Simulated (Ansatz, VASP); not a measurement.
## H in VASP and in Ansatz

```
H
1.0
     2.65769   -2.62861    0.01497
     2.65769    2.62861   -0.01497
     0.00000   -0.02415    4.09435
H
4
Direct
  0.95470 0.04530 0.05819
  0.39556 0.60444 0.38615
  0.60444 0.39556 0.61385
  0.04530 0.95470 0.94181
```

Alike in both runs: task single point; functional PBE; k mesh 6 × 6 × 6; occupations gaussian, width 0.02 eV; no spin polarisation.

|  | VASP | Ansatz |
| --- | --- | --- |
| version | VASP 6.6.1 | Ansatz 0.2.0 |
| potentials or method | VASP PAW PBE potentials, release 64 (H) | scalar-relativistic, plane waves, PAW |
| plane-wave cutoff (eV) | 520 | 420 |
| valence electrons in the cell | 4 | 4 |

```tsv
	VASP	Ansatz	Ansatz less VASP
gap on the k mesh at the Fermi level (eV)	4.01	4.01	0.000
least direct gap on the mesh (eV)	4.40	4.40	-0.001
pressure (GPa)	-3.4	-3.2	+0.13
largest component of the traceless stress (GPa)	11.81	11.81	+0.003
rms of the force components (eV/Å)	2.276	2.274	-0.0027
```

Atom by atom the forces differ by 0.003 eV/Å (rms over components). With one functional, cell and mesh, what is left measures potentials, basis and numerics.

Caveats: forces of over 1 eV/Å show positions far from the minimum, so gaps and moduli don't describe the material at rest. A k mesh can miss the band edges.
